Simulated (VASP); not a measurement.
# Si (Fd-3m) in VASP: notebook, part 2 of 2

VASP 6.6.1. The steps go on from the part before.

## Step 4: Relaxation of cell and atoms, PBE

INCAR reads:

```
SYSTEM = Si
  PREC = Accurate
  ENCUT = 600
  EDIFF = 1E-6
  ISMEAR = 0
  SIGMA = 0.03
  LREAL = .FALSE.
  LASPH = .TRUE.
  NELM = 80
  ALGO = Normal
  ISIF = 3
  LWAVE = .FALSE.
  LCHARG = .FALSE.
  GGA = PE
  IBRION = 2
  NSW = 90
  EDIFFG = -0.01
```

KPOINTS reads:

```
regular mesh
0
G
  10 10 10
  0 0 0
```

POSCAR reads:

```
Si
1.0
    0.0000000000      2.7135600000      2.7135600000
    2.7135600000      0.0000000000      2.7135600000
    2.7135600000      2.7135600000      0.0000000000
Si
2
Direct
    0.7500000000      0.7500000000      0.7500000000
    0.5000000000      0.5000000000      0.5000000000
```

Potentials or basis: VASP PAW PBE potentials, release 64 (Si).

Run with:

```sh
> cat potpaw_PBE.64/Si/POTCAR > POTCAR
> mpirun -np 1 vasp_std > vasp.out
```

OUTCAR:

```text
SYSTEM = Si
   PREC = Accurate
   ENCUT = 600
   EDIFF = 1E-6
   ISMEAR = 0
   LREAL = .FALSE.
   LASPH = .TRUE.
   NELM = 80
   ISIF = 3
   GGA = PE
   IBRION = 2
   NSW = 90
   EDIFFG = -0.01

 ion  position               nearest neighbor table
   1  0.750  0.750  0.750-   2 2.35   2 2.35   2 2.35   2 2.35
   2  0.500  0.500  0.500-   1 2.35   1 2.35   1 2.35   1 2.35

  LATTYP: Found a face centered cubic cell.
 ALAT       =     5.4271200000

  Lattice vectors:

 A1 = (   0.0000000000,   2.7135600000,   2.7135600000)
 A2 = (   2.7135600000,   0.0000000000,   2.7135600000)
 A3 = (   2.7135600000,   2.7135600000,   0.0000000000)

Analysis of symmetry for initial positions (statically):
=====================================================================
 Subroutine PRICEL returns:
 Original cell was already a primitive cell.

 Routine SETGRP: Setting up the symmetry group for a
 face centered cubic supercell.

 Subroutine GETGRP returns: Found 48 space group operations
 (whereof 24 operations were pure point group operations)
 out of a pool of 48 trial point group operations.

The static configuration has the point symmetry T_d .
 The point group associated with its full space group is O_h .

Analysis of symmetry for dynamics (positions and initial velocities):
=====================================================================
 Subroutine PRICEL returns:
 Original cell was already a primitive cell.

 Routine SETGRP: Setting up the symmetry group for a
 face centered cubic supercell.

 Subroutine GETGRP returns: Found 48 space group operations
 (whereof 24 operations were pure point group operations)
 out of a pool of 48 trial point group operations.

The dynamic configuration has the point symmetry T_d .
 The point group associated with its full space group is O_h .

 Subroutine INISYM returns: Found 48 space group operations
 (whereof 24 operations are pure point group operations),
 and found     1 'primitive' translations

----------------------------------------------------------------------------------------

                                     Primitive cell

  volume of cell :      39.9621

  direct lattice vectors                    reciprocal lattice vectors
     0.000000000  2.713560000  2.713560000    -0.184259792  0.184259792  0.184259792
     2.713560000  0.000000000  2.713560000     0.184259792 -0.184259792  0.184259792
     2.713560000  2.713560000  0.000000000     0.184259792  0.184259792 -0.184259792

  length of vectors
     3.837553354  3.837553354  3.837553354     0.319147321  0.319147321  0.319147321

  position of ions in fractional coordinates (direct lattice)
     0.750000000  0.750000000  0.750000000
     0.500000000  0.500000000  0.500000000

  ion indices of the primitive-cell ions
   primitive index   ion index
                 1           1
                 2           2

----------------------------------------------------------------------------------------

[... 48 lines left out ...]
  0.300000  0.300000  0.000000      6.000000
  0.400000  0.300000  0.000000     24.000000
 [... further k-points ...]
   k-points           NKPTS =     47   k-points in BZ     NKDIM =     47   number of bands    NBANDS=      8
   number of dos      NEDOS =    301   number of ions     NIONS =      2
   total plane-waves  NPLWV =  32768
   dimension x,y,z NGX =    32 NGY =   32 NGZ =   32
   dimension x,y,z NGXF=    64 NGYF=   64 NGZF=   64
   ions per type =               2
   NGX,Y,Z   is equivalent  to a cutoff of  13.86, 13.86, 13.86 a.u.
   NGXF,Y,Z  is equivalent  to a cutoff of  27.73, 27.73, 27.73 a.u.
 SYSTEM =  Si
   PREC   = accura    normal or accurate (medium, high low for compatibility)
   ISTART =      0    job   : 0-new  1-cont  2-samecut
   ICHARG =      2    charge: 1-file 2-atom 10-const
   ISPIN  =      1    spin polarized calculation?
   LNONCOLLINEAR =      F non collinear calculations
   LSORBIT =      F    spin-orbit coupling
   LASPH  =      T    aspherical Exc in radial PAW
   ENCUT  =  600.0 eV  44.10 Ry    6.64 a.u.   7.66  7.66  7.66*2*pi/ulx,y,z
   NELM   =     80;   NELMIN=  2; NELMDL= -5     # of ELM steps
   EDIFF  = 0.1E-05   stopping-criterion for ELM
   LREAL  =      F    real-space projection
   EDIFFG = -.1E-01   stopping-criterion for IOM
   NSW    =     90    number of steps for IOM
   IBRION =      2    ionic relax: 0-MD 1-quasi-New 2-CG
   NFREE  =      1    steps in history (QN), initial steepest desc. (CG)
   ISIF   =      3    stress and relaxation
   ISYM   =      2    0-nonsym 1-usesym 2-fastsym
   POTIM  = 0.5000    time-step for ionic-motion
   TEBEG  =    0.0;   TEEND  =   0.0 temperature during run
   PSTRESS=    0.0 pullay stress
   NELECT =       8.0000    total number of electrons
   NUPDOWN=      -1.0000    fix difference up-down
   EMIN   =  10.00;   EMAX   =-10.00  energy-range for DOS
   EFERMI =   0.00;   METHOD = LEGACY
   ISMEAR =     0;   SIGMA  =   0.03  broadening in eV -4-tet -1-fermi 0-gaus
   EFERMI_NEDOS =   21; number of points for ismear=-14 and -15
   IALGO  =     38    algorithm
   IMIX   =      4    mixing-type and parameters
     AMIX     =   0.40;   BMIX     =  1.00
     AMIX_MAG =   1.60;   BMIX_MAG =  1.00
  volume/ion in A,a.u.               =      19.98       134.84
  Fermi-wavevector in a.u.,A,eV,Ry     =   0.957684  1.809760 12.478691  0.917158
  Thomas-Fermi vector in A             =   2.086724
   LORBIT       =      0    0 simple, 1 ext, 2 COOP (PROOUT), +10 PAW based schemes
   GGA     = PE    functional components
   LHFCALC =     F    Hartree Fock is set to
   AEXX    =    0.0000 exact exchange contribution
   IVDW    =     0    specifies the selected vdW correction
   LEPSILON=     F    determine dielectric tensor
   LRPA    =     F    only Hartree local field effects (RPA)
 conjugate gradient relaxation of ions
 non-spin polarized calculation
 Gauss-broadening in eV      SIGMA  =   0.03
  energy-cutoff  :      600.00
  volume of cell :       39.96
 maximum number of plane-waves:      1363
   NGX = 15   NGY = 15   NGZ = 15

--------------------------------------- Ionic step        1  -------------------------------------------

 number of electron       7.9999999 magnetization

 Free energy of the ion-electron system (eV)
  ---------------------------------------------------
  ext. energy  EPLUGINS =         0.00000000
  ---------------------------------------------------
  free energy    TOTEN  =       -10.84325918 eV

  energy without entropy =      -10.84325918  energy(sigma->0) =      -10.84325918

------------------------ aborting loop because EDIFF is reached ----------------------------------------

  FORCE on cell =-STRESS in cart. coord.  units (eV):
  Direction    XX          YY          ZZ          XY          YZ          ZX
  --------------------------------------------------------------------------------------
  -------------------------------------------------------------------------------------
  Total        0.5353272      0.5353272      0.5353272     -0.0000000      0.0000000      0.0000000
  in kB       21.4625646     21.4625646     21.4625646     -0.0000000      0.0000000      0.0000000
  external PRESSURE =      21.4625646 kB  Pullay stress =       0.0000000 kB
[... 59 lines left out ...]
--------------------------------------- Ionic step        3  -------------------------------------------

 number of electron       8.0000000 magnetization

 Free energy of the ion-electron system (eV)
  ---------------------------------------------------
  ext. energy  EPLUGINS =         0.00000000
  ---------------------------------------------------
  free energy    TOTEN  =       -10.84929698 eV

  energy without entropy =      -10.84929698  energy(sigma->0) =      -10.84929698

 E-fermi :   5.7959     XC(G=0):  -9.3273

 val. band max:        5.6169485905   @ k =   0.0000   0.0000   0.0000
 cond. band min:       6.2348165244   @ k =   0.4000   0.4000   0.0000
 fundamental gap:      0.6178679339
 Fermi energy:         5.7958820984

 k-point     1 :       0.0000    0.0000    0.0000
  band No.  band energies     occupation
      1      -6.1982      2.00000
      2       5.6169      2.00000
      3       5.6169      2.00000
      4       5.6169      2.00000
      5       8.1738      0.00000
      6       8.1738      0.00000
      7       8.1738      0.00000
      8       8.7518      0.00000
[... 243 lines left out ...]
 k-point    24 :       0.4000    0.3000    0.0000
  band No.  band energies     occupation
      1      -4.0754      2.00000
      2       0.2243      2.00000
      3       2.8233      2.00000
      4       3.2330      2.00000
      5       6.6939      0.00000
      6       7.8827      0.00000
      7      12.4726      0.00000
      8      12.6130      0.00000

 [... further k-points ...]
[... 5 lines left out ...]
  --------------------------------------------------------------------------------------
  -------------------------------------------------------------------------------------
  Total        0.0013438      0.0013438      0.0013438      0.0000000     -0.0000000      0.0000000
  in kB        0.0526599      0.0526599      0.0526599      0.0000000     -0.0000000      0.0000000
  external PRESSURE =       0.0526599 kB  Pullay stress =       0.0000000 kB
[... 17 lines left out ...]
  FREE ENERGIE OF THE ION-ELECTRON SYSTEM (eV)
  ---------------------------------------------------
  free  energy   TOTEN  =       -10.8492969768 eV

  energy  without entropy=      -10.8492969768  energy(sigma->0) =      -10.84929698

 reached required accuracy - stopping structural energy minimisation
```

OSZICAR:

```text
N       E                     dE             d eps       ncg     rms          rms(c)
DAV:   1     0.119251907225E+02    0.11925E+02   -0.37705E+03   752   0.917E+02
DAV:   2    -0.107306534628E+02   -0.22656E+02   -0.21764E+02  1176   0.915E+01
[... 18 lines left out ...]
       N       E                     dE             d eps       ncg     rms          rms(c)
DAV:   1    -0.108506474477E+02   -0.40913E-02   -0.53863E-02   888   0.133E+00    0.222E-01
DAV:   2    -0.108497523152E+02    0.89513E-03   -0.76464E-04   984   0.193E-01    0.134E-01
DAV:   3    -0.108492930791E+02    0.45924E-03   -0.98585E-04   864   0.160E-01    0.442E-02
DAV:   4    -0.108492943745E+02   -0.12953E-05   -0.10024E-05  1032   0.288E-02    0.394E-02
DAV:   5    -0.108492970977E+02   -0.27233E-05   -0.25436E-06   880   0.120E-02    0.945E-03
DAV:   6    -0.108492969768E+02    0.12098E-06   -0.26950E-08   448   0.165E-03
   3 F= -.10849297E+02 E0= -.10849297E+02  d E =-.603780E-02
```

Run time: 38 s. Hardware: 1 thread of AMD EPYC 7R13 (Zen 3), shared host; peak memory 0.14 GiB.

Results:

- Free energy: -10.8493 eV
- Relaxed volume: 20.44 Å³/atom
- Relaxed cell: a = 3.867 Å, b = 3.867 Å, c = 3.867 Å, α = 60.00°, β = 60.00°, γ = 60.00°
- Space group after relaxing (to 0.05 Å): Fd-3m (No. 227)
- Energy gained by relaxing: 3.0 meV/atom
- Ionic steps: 3
- Pressure after relaxing: 0.0 GPa
- Band gap on the k mesh: 0.62 eV, indirect (least direct gap 2.56 eV)

The path:
| step | energy change (eV) | largest force (eV/Å) | pressure (GPa) | volume (Å³) |
| --- | --- | --- | --- | --- |
| 1 | 0.0000 | 0.0000 | 2.15 | 39.96 |
| 2 | -0.0033 | 0.0000 | -1.34 | 41.53 |
| 3 | -0.0060 | 0.0000 | 0.01 | 40.89 |

Final structure:
```yaml
crystal:
  lattice:
    - [0.00000, 2.73430, 2.73430]
    - [2.73430, 0.00000, 2.73430]
    - [2.73430, 2.73430, 0.00000]
  atoms:
    - { symbol: Si, position: [0.75000, 0.75000, 0.75000] }
    - { symbol: Si, position: [0.50000, 0.50000, 0.50000] }
```

A k mesh can miss the band edges. PBE usually gives volumes a little too large and moduli too small.

## Step 5: Relaxation of cell and atoms, PBE

This run uses another cell than the first one, of 20.44 Å³/atom, 1.023 times its volume.

INCAR, as its differences from that of step 4:

```diff
@@ -3,3 +3,3 @@
   ENCUT = 600
-  EDIFF = 1E-6
+  EDIFF = 1E-7
   ISMEAR = 0
@@ -16,2 +16,2 @@
   NSW = 90
-  EDIFFG = -0.01
+  EDIFFG = -0.005
```

KPOINTS is that of step 4.

POSCAR reads:

```
Si                                      
1.0
   -0.0000000000      2.7342968687      2.7342968687
    2.7342968687      0.0000000000      2.7342968687
    2.7342968687      2.7342968687      0.0000000000
  Si            
     2
Direct
     0.7500000000000000    0.7500000000000000    0.7500000000000000
     0.5000000000000000    0.5000000000000000    0.5000000000000000
```

Run with:

```sh
> cat potpaw_PBE.64/Si/POTCAR > POTCAR
> mpirun -np 1 vasp_std > vasp.out
```

Run time: 21 s. Hardware: 1 thread of AMD EPYC 7R13 (Zen 3), shared host; peak memory 0.14 GiB.

Results (log left out):

```yaml
Free_energy: -10.8493 eV
Pressure_after_relaxing: 0.0 GPa
Band_gap_on_the_k_mesh: 0.62 eV, indirect (least direct gap 2.56 eV)
```

Final structure:
```
Si
1.0
     0.00000    2.73430    2.73430
     2.73430    0.00000    2.73430
     2.73430    2.73430    0.00000
Si
2
Cartesian
  4.1014 4.1014 4.1014
  2.7343 2.7343 2.7343
```

Levels at points of the mesh, in eV from the valence-band top:
```csv
k point,band 2,band 3,band 4,band 5,band 6,band 7
"(0.00, 0.00, 0.00)",0.00,0.00,0.00,2.56,2.56,2.56
"(0.50, 0.00, 0.00)",-6.87,-1.18,-1.18,1.47,3.35,3.35
"(0.50, 0.50, 0.00)",-7.75,-2.79,-2.79,0.75,0.75,9.94
```

Caveat: the relaxation stopped at its first step, so nothing moved.
